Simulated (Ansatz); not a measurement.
# Ir (bcc): energy against volume

Theory: Ansatz, DFT, RPBE, plane waves (420 eV) with PAW, scalar-relativistic. (PAW data from PBE, frozen cores regenerated.)

The cell is scaled uniformly from the relaxed one, with fractional coordinates and shape fixed. Energies are extrapolated to zero smearing, pressures are those at the given smearing. Magnetic state: spin not included.

A Birch-Murnaghan fit gives V₀ = 15.24 Å³/atom, B₀ = 291 GPa, B₀′ = 5.1.

**Question.** What are the energy above the minimum and the pressure at 13.431 Å³/atom?

**Answer.** 253.4 meV/atom and 51.35 GPa as computed.

**Question.** What are the energy above the minimum and the pressure at 14.652 Å³/atom?

**Answer.** 22.6 meV/atom and 13.25 GPa as computed.

**Question.** What are the energy above the minimum and the pressure at 15.873 Å³/atom?

**Answer.** 21.7 meV/atom and -10.19 GPa as computed.
